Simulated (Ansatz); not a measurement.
**AlN: the crystal squeezed far**

The task here is to estimate one member of a computed series from the others.

Computed with Ansatz 0.2.0 (DFT PBEsol, with the methods named in each step, unless a step's input says otherwise).

## The system as given

It takes space group F-43m (No. 216, cubic). The conventional cell has a = 4.309 Å, b = 4.309 Å, c = 4.309 Å, α = 90.00°, β = 90.00°, γ = 90.00°. Al (site symmetry -43m) has 4 N at 1.87 Å as nearest neighbours. N (site symmetry -43m) has 4 Al at 1.87 Å as nearest neighbours.

As a file:

```
CELL_PARAMETERS angstrom
0.00000 2.15443 2.15443
2.15443 0.00000 2.15443
2.15443 2.15443 0.00000
ATOMIC_POSITIONS crystal
Al 0.00000 0.00000 0.00000
N 0.25000 0.25000 0.25000
```

Whether this phase is the stable one at these pressures isn't tested.

Atoms are numbered in the order of the input: Al1, N2.

Set-up of the first run:

input.yaml

```yaml
crystal:
  lattice:
    - [0.0, 2.15443469, 2.15443469]
    - [2.15443469, 0.0, 2.15443469]
    - [2.15443469, 2.15443469, 0.0]
  atoms:
    - { symbol: Al, position: [0.0, 0.0, 0.0] }
    - { symbol: "N", position: [0.25, 0.25, 0.25] }
kpoints:
  mp_grid: { grid: [15, 15, 15] }
scf:
  occupations: { method: fermi_dirac, width: 0.08 }
hamiltonian:
  xc: pbesol
  pseudopotentials: { kind: paw }
output:
  forces: true
  stress: true
relax:
  f_tol: 0.005
  max_steps: 40
  cell: {}
```

Launch:

```sh
> ansatz run input.yaml --threads 1 --pin off --max-ram 2048MiB --backend cpu --events-out ev --progress --plain --runs-dir out
```

Steps of the session up to this table: Cell relaxed at zero pressure, PAW; More of the same log: cell relaxed at zero pressure; Volume scaled by 1, PAW; Volume scaled by 0.94, PAW; Volume scaled by 0.94, PAW (level accurate); Volume scaled by 0.88, PAW; Volume scaled by 0.8, PAW; Volume scaled by 0.72, PAW; Volume scaled by 0.64, PAW; Volume scaled by 0.55, PAW; Volume scaled by 0.55, PAW (level accurate).

One of the session's tables, all rows but one given; the rest of the session is left out.

| method | volume over the first | volume (Å³/atom) | pressure (GPa) | gap on the k mesh (eV) |
| --- | --- | --- | --- | --- |
| PAW | 1 | 10.486 | 0.01 | 3.26 |
| PAW | 0.94 | 9.857 | 13.98 | 3.29 |
| PAW | 0.88 | 9.228 | 32.77 | 3.32 |
| PAW | 0.8 | ? | ? | ? |
| PAW | 0.72 | 7.550 | 122.82 | 3.36 |
| PAW | 0.64 | 6.711 | 207.38 | 3.35 |
| PAW | 0.55 | 5.767 | 366.41 | 3.28 |
| PAW (level accurate) | 0.94 | 9.857 | 13.84 | 3.29 |
| PAW (level accurate) | 0.55 | 5.767 | 370.00 | 3.25 |

Q: Estimate the row for PAW, 0.8 from the others.

The run gave: volume (Å³/atom): 8.389; pressure (GPa): 68.51; gap on the k mesh (eV): 3.34. In the column «volume (Å³/atom)» it lies between PAW, 0.72 (7.550) and PAW, 0.88 (9.228).

Caveats from the session: Warnings in the runs' records: written density without core change.
